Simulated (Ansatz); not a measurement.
**ZrTeSe monolayer, Janus: relaxing the cell for a phonon run**

Task: relax ZrTeSe monolayer, Janus tightly.

Main program and level: Ansatz 0.2.0; DFT PBE, scalar-relativistic, plane waves, PAW.

### 1. The starting structure

The cell holds 3 atoms: 1 Zr, 1 Se and 1 Te. Cell: a = 3.750 Å, b = 3.750 Å, c = 20.000 Å, α = 90.0°, β = 90.0°, γ = 120.0°. Vacuum lies along c.

### 2. Probe on a coarse mesh

A quick single point on a coarse mesh tells whether the cell has a gap and how far it is from rest, which sets the k mesh and smearing that follow.

The program solves this slab on a cell height of its own, 30.0 Å, in place of the one typed.

Input file input.yaml:

```yaml
crystal:
  lattice:
    - [3.75, 0.0, 0.0]
    - [-1.875, 3.2476, 0.0]
    - [0.0, 0.0, 20.0]
  atoms:
    - { symbol: Zr, position: [0.0, 0.0, 0.5] }
    - { symbol: Se, position: [0.333333, 0.666667, 0.575] }
    - { symbol: Te, position: [0.666667, 0.333333, 0.42] }
  periodic: [true, true, false]
kpoints:
  mp_grid: { grid: [6, 6, 1] }
hamiltonian:
  xc: pbe
scf:
  occupations: { method: gaussian, width: 0.1 }
output:
  forces: true
  stress: true
  eigenvalues: true
```

Launch:

```sh
ansatz run input.yaml --threads 8 --pin off --max-ram 14336MiB --backend cpu --events-out ev --progress --plain --runs-dir out
```

Numbers of over 12 decimals in the logs are rounded to 6 here.

The program printed:

```text
[...]
k-point 0: bands = [... 18 lower, -7.9378, -6.4099, -4.7897, -4.7897, -4.2808, -4.2808, -3.5919, -0.8503, ... 1 higher]
  k-point 1: bands = [... 18 lower, -7.7984, -6.8104, -5.8445, -5.7703, -4.2487, -3.2416, -2.9994, -1.3704, ... 1 higher]
  k-point 2: bands = [... 18 lower, -8.1958, -7.7383, -6.3136, -6.2216, -4.7295, -2.7223, -2.4371, -0.7795, ... 1 higher]
  k-point 6: bands = [... 18 lower, -8.9687, -7.4832, -7.3749, -7.2664, -3.4823, -2.7822, -2.6427, -1.0563, ... 1 higher]
[key lines of the parts left out:]
SCF converged after 7 iterations
Free energy (F): -16635.525454 eV
Fermi energy:    -4.872869 eV
P = ½ c Tr σ = 8.4680 N/m
```

Wall time 1 s (8 threads of Arm Neoverse V2, shared host); peak memory 0.79 GiB; 6.4 s of CPU time.

Numbers from this step:

```
gap on the k-mesh : 0 eV
area per atom     : 4.059 Å²
```

The coarse mesh shows no gap.

### 3. Rough relaxation

The start is far from rest, so a relaxation with loose tolerances brings it close first.

The program solves this slab on a cell height of its own, 30.0 Å, in place of the one typed.

Changes to input.yaml since step 2:

```diff
@@ -20 +20,6 @@
   eigenvalues: true
+relax:
+  adjacent_minimum: "off"
+  f_tol: 0.05
+  max_steps: 80
+  cell: { stress_2d_tol: 0.02 }
```

The program printed:

```text
[...]
Crystal: 3 atoms, lattice volume = 365.355 Å³
Basis set: ecut = 420 eV, 7157 PW (Γ), exchange–correlation on 54×54×432 points (8 copies of the dense FFT grid, shifted against one another)
Bands: 27, of which v1, the nominal top of the filled ones, is band 22 counted from 1 (21 counted from 0)
Symmetry: 6 space group operations
[...]
F+E_penalty+E_count = -16636.22135190 eV   max|allowed force component| = 1.369e-2 eV/Å   (the final SCF, on the basis selected at the relaxed cell)
  cell:  # Å, volume = 389.1041 Å³
    - [3.869964, 0.0, 0]
    - [-1.934982, 3.351487, 0]
    - [0, 0, 30.0]
  atoms:
    - { symbol: Zr, position: [0, 0, 0.336763] }
    - { symbol: Se, position: [0.333333, 0.666667, 0.386527] }
    - { symbol: Te, position: [0.666667, 0.333333, 0.273376] }
[key lines of the parts left out:]
SCF converged after 9 iterations
Free energy (F): -16636.221352 eV
Fermi energy:    -4.873488 eV
P = ½ c Tr σ = 0.0172 N/m
```

Elapsed: 6.9 s, on 8 threads; peak memory 0.85 GiB; 47 s of CPU time.

Relaxation path:

```tsv
step	energy less that of the first step (eV)	largest force component (eV/Å)	volume (Å³)
1	0.0000	3.6713	365.36
2	-0.6323	0.6470	370.56
3	-0.6584	0.7904	384.09
4	-0.6945	0.1195	389.98
5	-0.6952	0.0139	389.10
6*	-0.6959	0.0137	389.10
```

Relaxation steps marked * repeat the geometry before them on a plane-wave basis chosen anew for their cell, so energy and pressure can jump there.

The run keeps the 6 symmetry operations that it works with, so distortions that break them were not tested.

```tsv
cell as run	before	after	change
a (Å)	3.750	3.870	+3.2 %
b (Å)	3.750	3.870	+3.2 %
```

The atoms that moved most (Å, along periodic axes as changes of fractional coordinates times the final cell, across vacuum about the mean position):

```tsv
atom	dx	dy	dz	length
Te3	0.000	0.000	-0.199	0.199
Zr1	0.000	0.000	0.103	0.103
Se2	0.000	0.000	0.096	0.096
```

The relaxed structure:

```cif
data_structure
_symmetry_space_group_name_H-M 'P 1'
_symmetry_Int_Tables_number 1
_cell_length_a 3.8700
_cell_length_b 3.8700
_cell_length_c 30.0000
_cell_angle_alpha 90.000
_cell_angle_beta 90.000
_cell_angle_gamma 120.000
_cell_volume 389.10
loop_
_atom_site_label
_atom_site_type_symbol
_atom_site_fract_x
_atom_site_fract_y
_atom_site_fract_z
_atom_site_occupancy
Zr1 Zr 0.00000 0.00000 0.33676 1
Se2 Se 0.33333 0.66667 0.38653 1
Te3 Te 0.66667 0.33333 0.27338 1
```

Numbers from this step:

```yaml
area_per_atom: 4.323 Å²
```

The relaxation ends with a largest force component of 0.014 eV/Å.

### 4. Relaxation

The cell and atoms are relaxed, since residual forces and stress would shift the frequencies.

Input file input.yaml:

```yaml
crystal:
  lattice:
    - [3.8699643326, 0.0, 0.0]
    - [-1.9349821663, 3.3514874237, 0.0]
    - [0.0, 0.0, 30.0]
  atoms:
    - { symbol: Zr, position: [0.0, 0.0, 0.3367630217] }
    - { symbol: Se, position: [0.3333333333, 0.6666666667, 0.3865273942] }
    - { symbol: Te, position: [0.6666666667, 0.3333333333, 0.2733762507] }
  periodic: [true, true, false]
kpoints:
  mp_grid: { grid: [12, 12, 1] }
hamiltonian:
  xc: pbe
scf:
  occupations: { method: gaussian, width: 0.1 }
output:
  forces: true
  stress: true
  eigenvalues: true
  write_density: true
  write_potential: true
  elf: true
  volumetric_format: npy
relax:
  adjacent_minimum: "off"
  f_tol: 0.005
  max_steps: 80
  cell: { stress_2d_tol: 0.02 }
```

The program printed:

```text
[...]
Crystal: 3 atoms, lattice volume = 389.104 Å³
Basis set: ecut = 420 eV, 7685 PW (Γ), exchange–correlation on 54×54×432 points (8 copies of the dense FFT grid, shifted against one another)
Bands: 27, of which v1, the nominal top of the filled ones, is band 22 counted from 1 (21 counted from 0)
Symmetry: 6 space group operations
[...]
k-points: 19 of 144 (time reversal used)
[...]
SCF iter   1: F=—  HF=-16636.246137 eV  |F-HF|=—  |Δ(HF+E_count)|=         —  Δρ=1.39e-3  dr2=9.53e-2  ethr=1.77e-3  ⟨swp⟩=11.3  Hψ=3106  notcnv=0
[...]
SCF iter   8: F=-16636.237741 eV  HF=-16636.237741 eV  |F-HF|=4.91e-8  |Δ(HF+E_count)|=   1.05e-7  Δρ=4.31e-6  dr2=8.45e-8  ethr=2.27e-10  ⟨swp⟩=20.3  Hψ=5486  notcnv=0
SCF 1 converged in 8 iterations: F = -16636.237741 eV  dr2 = 8.45e-8
[...]
relax step   1: F+E_penalty+E_count = -16636.23774103 eV  Δ(F+E_penalty+E_count) = +0.000e0 eV  max|allowed force component| = 6.030e-2 eV/Å  Δτ_max = 0.0000 Å  P = +0.218 N/m  Ω = 389.104 Å³  fix = [c, alpha, beta]  reactions: c +0.000 N/m  (8 SCF iters, dr2 threshold 1.00e-7 eV, accepted)
Crystal: 3 atoms, lattice volume = 392.521 Å³
Basis set: ecut = 420 eV, 7793 PW (Γ), exchange–correlation on 54×54×432 points (8 copies of the dense FFT grid, shifted against one another)
[...]
SCF iter   6: F=-16636.238332 eV  HF=-16636.238332 eV  |F-HF|=1.69e-7  |Δ(HF+E_count)|=   1.03e-6  Δρ=3.53e-6  dr2=5.54e-8  ethr=5.17e-10  ⟨swp⟩=18.8  Hψ=5097  notcnv=0
SCF 2 converged in 6 iterations: F = -16636.238332 eV  dr2 = 5.54e-8
relax step   2: F+E_penalty+E_count = -16636.23833197 eV  Δ(F+E_penalty+E_count) = -5.909e-4 eV  max|allowed force component| = 9.966e-2 eV/Å  Δτ_max = 0.0241 Å  P = +0.243 N/m  Ω = 392.521 Å³  energy of the carried Pulay correction = -9.058e-5 eV  fix = [c, alpha, beta]  reactions: c +0.000 N/m  (6 SCF iters, dr2 threshold 2.27e-7 eV, accepted)
Crystal: 3 atoms, lattice volume = 392.309 Å³
Basis set: ecut = 420 eV, 7769 PW (Γ), exchange–correlation on 54×54×432 points (8 copies of the dense FFT grid, shifted against one another)
[...]
SCF iter   5: F=-16636.239194 eV  HF=-16636.239193 eV  |F-HF|=2.02e-7  |Δ(HF+E_count)|=   7.43e-7  Δρ=3.73e-6  dr2=6.14e-8  ethr=6.82e-10  ⟨swp⟩=16.3  Hψ=5409  notcnv=0
SCF 3 converged in 5 iterations: F = -16636.239194 eV  dr2 = 6.14e-8
relax step   3: F+E_penalty+E_count = -16636.23919354 eV  Δ(F+E_penalty+E_count) = -8.616e-4 eV  max|allowed force component| = 1.707e-2 eV/Å  Δτ_max = 0.0093 Å  P = +0.087 N/m  Ω = 392.309 Å³  energy of the carried Pulay correction = -8.498e-5 eV  fix = [c, alpha, beta]  reactions: c +0.000 N/m  (5 SCF iters, dr2 threshold 3.00e-7 eV, accepted)
[...]
relax step   4: F+E_penalty+E_count = -16636.23924366 eV  Δ(F+E_penalty+E_count) = -5.011e-5 eV  max|allowed force component| = 5.130e-3 eV/Å  Δτ_max = 0.0004 Å  P = +0.020 N/m  Ω = 392.848 Å³  energy of the carried Pulay correction = -9.921e-5 eV  fix = [c, alpha, beta]  reactions: c +0.000 N/m  (5 SCF iters, dr2 threshold 1.82e-8 eV, accepted)
[...]
relax step   5: F+E_penalty+E_count = -16636.23924331 eV  Δ(F+E_penalty+E_count) = +3.450e-7 eV  max|allowed force component| = 5.391e-4 eV/Å  Δτ_max = 0.0006 Å  P = -0.000 N/m  Ω = 393.078 Å³  energy of the carried Pulay correction = -1.053e-4 eV  fix = [c, alpha, beta]  reactions: c -0.000 N/m  (5 SCF iters, dr2 threshold 1.64e-9 eV, accepted)
[...]
SCF iter   8: F=-16636.239348 eV  HF=-16636.239348 eV  |F-HF|=5.31e-10  |Δ(HF+E_count)|=   4.49e-9  Δρ=5.49e-9  dr2=1.87e-13  ethr=1.00e-12  ⟨swp⟩=11.1  Hψ=2910  notcnv=0
SCF 6 converged in 8 iterations: F = -16636.239348 eV  dr2 = 1.87e-13
relax step   6: F+E_penalty+E_count = -16636.23934811 eV  Δ(F+E_penalty+E_count) = -1.048e-4 eV  max|allowed force component| = 5.299e-4 eV/Å  Δτ_max = 0.0000 Å  P = +0.000 N/m  Ω = 393.078 Å³  fix = [c, alpha, beta]  reactions: c +0.000 N/m  stress off target by 2.24e-5 N/m on what of the cell is left free  SCF on the basis re-selected at this cell (its energy is not comparable with the rows above)  (8 SCF iters)
[...]
WARN: The output density's exchange-correlation potential varies sharply where the density is thin. Do not read a vacuum level from v_tot or v_xc, or from such a field of the output density. On a cell that repeats whose density bears no net charge and no dipole along the vacuum's axis use v_es (v_loc + v_h of the components); under efield.dipole_correction with no amplitude use v_es + v_field, which holds any externa [...]
SCF converged after 8 iterations
Free energy (F): -16636.239348 eV
[...]
Internal energy: -16636.236462 eV  (E = F + TS)
E sigma→0 (E₀):  -16636.237905 eV
Entropy (-TS):   -0.002886 eV (-0.962 meV/atom)
Fermi energy:    -4.905175 eV
[...]
--- Forces (eV/Å), atoms counted from 1 ---
  atom   1  Zr     0.00000000     0.00000000     0.00052995
  atom   2  Se     0.00000000     0.00000000    -0.00048972
  atom   3  Te     0.00000000    -0.00000000    -0.00004008
  max |Σ_I F_I| component: 1.54e-7 eV/Å
--- 2D stress c σ (N/m, compression-positive) ---
        0.000022      -0.000000      -0.000000
       -0.000000       0.000022      -0.000000
       -0.000000      -0.000000       0.000000
  P = ½ c Tr σ = 0.0000 N/m
--- Band table (eV; the first three rows and the last of 19) ---
  k-point 0: bands = [... 18 lower, -7.7144, -6.5126, -4.7019, -4.7019, -4.2671, -4.2671, -3.7584, -1.1567, ... 1 higher]
  k-point 1: bands = [... 18 lower, -7.6924, -6.3465, -5.4002, -5.0631, -4.1626, -3.8927, -3.5377, -1.4993, ... 1 higher]
  k-point 2: bands = [... 18 lower, -7.6450, -6.5503, -6.0441, -5.4865, -4.2928, -3.4509, -3.2598, -1.9242, ... 1 higher]
  k-point 18: bands = [... 18 lower, -8.4652, -7.4173, -7.3591, -7.1098, -3.5241, -3.2413, -3.0676, -1.5570, ... 1 higher]
--- Relaxed structure (5 steps of the walk, 5 accepted, 1 SCFs on fresh bases) ---
[...]
cell:  # Å, volume = 393.0777 Å³
    - [3.889674, 7.294156853961049e-19, 0]
    - [-1.944837, 3.368557, 0]
    - [0, 0, 30.0]
  atoms:
    - { symbol: Zr, position: [0, 0, 0.336734] }
    - { symbol: Se, position: [0.333333, 0.666667, 0.386056] }
    - { symbol: Te, position: [0.666667, 0.333333, 0.273877] }
```

It took 16 s on 8 threads; peak memory 1 GiB; 2 min of CPU time.

Relaxation path:

```tsv
step	energy less that of the first step (eV)	largest force component (eV/Å)	volume (Å³)
1	0.0000	0.0603	389.10
2	-0.0006	0.0997	392.52
3	-0.0015	0.0171	392.31
4	-0.0015	0.0051	392.85
5	-0.0015	0.0005	393.08
6*	-0.0016	0.0005	393.08
```

Relaxation steps marked * repeat the geometry before them on a plane-wave basis chosen anew for their cell, so energy and pressure can jump there.

The run keeps the 6 symmetry operations that it works with, so distortions that break them were not tested.

```tsv
cell as run	before	after	change
a (Å)	3.870	3.890	+0.5 %
b (Å)	3.870	3.890	+0.5 %
```

The atoms that moved most (Å, along periodic axes as changes of fractional coordinates times the final cell, across vacuum about the mean position):

```tsv
atom	dx	dy	dz	length
Te3	0.000	0.000	0.015	0.015
Se2	0.000	0.000	-0.014	0.014
```

Final coordinates:

```xyz
3
Lattice="3.8897 0.0000 0.0000 -1.9448 3.3686 0.0000 0.0000 0.0000 30.0000" Properties=species:S:1:pos:R:3
Zr    0.0000    0.0000   10.1020
Se    0.0000    2.2457   11.5817
Te    1.9448    1.1229    8.2163
```

Numbers from this step:

```yaml
area_per_atom: 4.368 Å²
```

ELF in the ac plane at fractional y = 0.333, with atoms of Te within 0.2 Å of it. It is the smooth field of the valence electrons, not physical close to the nuclei.

Values, 24 rows by 14 columns, each cell a mean:
```
0.00 0.00 0.00 0.00 0.00 0.00 0.00 0.00 0.00 0.00 0.00 0.00 0.00 0.00
0.00 0.00 0.00 0.00 0.00 0.00 0.00 0.00 0.00 0.00 0.00 0.00 0.00 0.00
0.00 0.00 0.00 0.00 0.00 0.00 0.00 0.00 0.00 0.00 0.00 0.00 0.00 0.00
0.00 0.00 0.00 0.00 0.00 0.00 0.00 0.00 0.00 0.00 0.00 0.00 0.00 0.00
0.00 0.00 0.00 0.00 0.00 0.00 0.00 0.00 0.00 0.00 0.00 0.00 0.00 0.00
0.00 0.00 0.00 0.00 0.00 0.00 0.00 0.00 0.00 0.00 0.00 0.00 0.00 0.00
0.00 0.00 0.00 0.00 0.00 0.00 0.00 0.00 0.00 0.00 0.00 0.00 0.00 0.00
0.00 0.00 0.00 0.00 0.00 0.00 0.00 0.00 0.00 0.00 0.00 0.00 0.00 0.00
0.00 0.00 0.00 0.00 0.00 0.00 0.00 0.00 0.00 0.00 0.00 0.00 0.00 0.00
0.00 0.00 0.00 0.00 0.00 0.00 0.00 0.00 0.00 0.00 0.00 0.00 0.00 0.00
0.00 0.00 0.00 0.00 0.00 0.00 0.00 0.00 0.00 0.00 0.00 0.00 0.00 0.00
0.00 0.00 0.00 0.00 0.00 0.00 0.00 0.00 0.00 0.00 0.00 0.00 0.00 0.00
0.01 0.02 0.03 0.02 0.02 0.01 0.00 0.00 0.00 0.00 0.00 0.00 0.00 0.01
0.28 0.37 0.41 0.39 0.32 0.20 0.10 0.03 0.01 0.00 0.00 0.01 0.06 0.14
0.67 0.74 0.76 0.75 0.69 0.56 0.37 0.14 0.05 0.03 0.04 0.09 0.27 0.49
0.26 0.30 0.32 0.30 0.27 0.23 0.20 0.17 0.17 0.17 0.17 0.16 0.18 0.21
0.35 0.21 0.13 0.16 0.29 0.45 0.53 0.53 0.49 0.45 0.47 0.52 0.54 0.50
0.60 0.36 0.17 0.26 0.52 0.63 0.55 0.36 0.18 0.13 0.14 0.29 0.50 0.60
0.31 0.10 0.03 0.06 0.23 0.50 0.66 0.73 0.74 0.74 0.74 0.74 0.70 0.59
0.02 0.01 0.00 0.00 0.02 0.06 0.13 0.22 0.27 0.29 0.28 0.24 0.16 0.09
0.00 0.00 0.00 0.00 0.00 0.00 0.00 0.01 0.01 0.01 0.01 0.01 0.00 0.00
0.00 0.00 0.00 0.00 0.00 0.00 0.00 0.00 0.00 0.00 0.00 0.00 0.00 0.00
0.00 0.00 0.00 0.00 0.00 0.00 0.00 0.00 0.00 0.00 0.00 0.00 0.00 0.00
0.00 0.00 0.00 0.00 0.00 0.00 0.00 0.00 0.00 0.00 0.00 0.00 0.00 0.00
```
Columns run along a (3.9 Å), rows up along c (30.0 Å). Atoms in or near the plane, at fractional coordinates: Te at (0.67, 0.27).

Valence density in the ac plane at fractional y = 0.333, with atoms of Te within 0.2 Å of it. It is the smooth field of the valence electrons, not physical close to the nuclei.

Values in e/Å³, 24 rows by 14 columns, each cell a mean:
```
 0  0  0  0  0  0  0  0  0  0  0  0  0  0
 0  0  0  0  0  0  0  0  0  0  0  0  0  0
 0  0  0  0  0  0  0  0  0  0  0  0  0  0
 0  0  0  0  0  0  0  0  0  0  0  0  0  0
 0  0  0  0  0  0  0  0  0  0  0  0  0  0
 0  0  0  0  0  0  0  0  0  0  0  0  0  0
 0  0  0  0  0  0  0  0  0  0  0  0  0  0
 0  0  0  0  0  0  0  0  0  0  0  0  0  0
 0  0  0  0  0  0  0  0  0  0  0  0  0  0
 0  0  0  0  0  0  0  0  0  0  0  0  0  0
 0  0  0  0  0  0  0  0  0  0  0  0  0  0
 0  0  0  0  0  0  0  0  0  0  0  0  0  0
 0  0  0  0  0  0  0  0  0  0  0  0  0  0
 0  0  0  0  0  0  0  0  0  0  0  0  0  0
 0  0  0  0  0  0  0  0  0  0  0  0  0  0
 0  0  0  0  0  0  0  0  0  0  0  0  0  0
 0  0  0  0  0  0  0  1  1  1  1  1  0  0
 0  0  0  0  0  0  1  3  7 10  8  4  1  0
 0  0  0  0  0  0  0  0  0  0  0  0  0  0
 0  0  0  0  0  0  0  0  0  0  0  0  0  0
 0  0  0  0  0  0  0  0  0  0  0  0  0  0
 0  0  0  0  0  0  0  0  0  0  0  0  0  0
 0  0  0  0  0  0  0  0  0  0  0  0  0  0
 0  0  0  0  0  0  0  0  0  0  0  0  0  0
```
Columns run along a (3.9 Å), rows up along c (30.0 Å). Atoms in or near the plane, at fractional coordinates: Te at (0.67, 0.27).

Electrostatic potential energy in the ac plane at fractional y = 0.333, with atoms of Te within 0.2 Å of it. With pseudopotentials it is smooth inside the atoms' cores, unlike the true potential.

Ten even steps from '_' (-11 eV) to '@' (0 eV), each cell a mean:
```
@@@@@@@@@@@@@@@@@@@@@@@@@@@@
@@@@@@@@@@@@@@@@@@@@@@@@@@@@
@@@@@@@@@@@@@@@@@@@@@@@@@@@@
@@@@@@@@@@@@@@@@@@@@@@@@@@@@
@@@@@@@@@@@@@@@@@@@@@@@@@@@@
@@@@@@@@@@@@@@@@@@@@@@@@@@@@
@@@@@@@@@@@@@@@@@@@@@@@@@@@@
@@@@@@@@@@@@@@@@@@@@@@@@@@@@
@@@@@@@@@@@@@@@@@@@@@@@@@@@@
@@@@@@@@@@@@@@@@@@@@@@@@@@@@
@@@@@@@@@@@@@@@@@@@@@@@@@@@@
@@@@@@@@@@@@@@@@@@@@@@@@@@@@
@@@@@@@@@@@@@@@@@@@@@@@@@@@@
@@@@@@@@@@@@@@@@@@@@@@@@@@@@
**==--==++##%%%%@@@@@@@@%%##
::..____::==++####%%%%##**==
==------====--::::----::----
++##%%%%**::__::##%%##==____
@@@@@@@@@@%%##**++++++**##%%
@@@@@@@@@@@@@@@@@@@@@@@@@@@@
@@@@@@@@@@@@@@@@@@@@@@@@@@@@
@@@@@@@@@@@@@@@@@@@@@@@@@@@@
@@@@@@@@@@@@@@@@@@@@@@@@@@@@
@@@@@@@@@@@@@@@@@@@@@@@@@@@@
```
Columns run along a (3.9 Å; values clipped at the 3rd and 97th percentile), rows up along c (30.0 Å). Atoms in or near the plane, at fractional coordinates: Te at (0.67, 0.27).

(Continued in part 2 of 2.)

[Logs are printed without paths, hosts, clocks, repeated set-up lines and the standing remarks that a program may print on its own settings, such as how far it seeks lower states.]

[Hosts, paths, dates, database ids (printed as entryN), source tags and the programs' standing remarks are cut or masked in the printed files.]
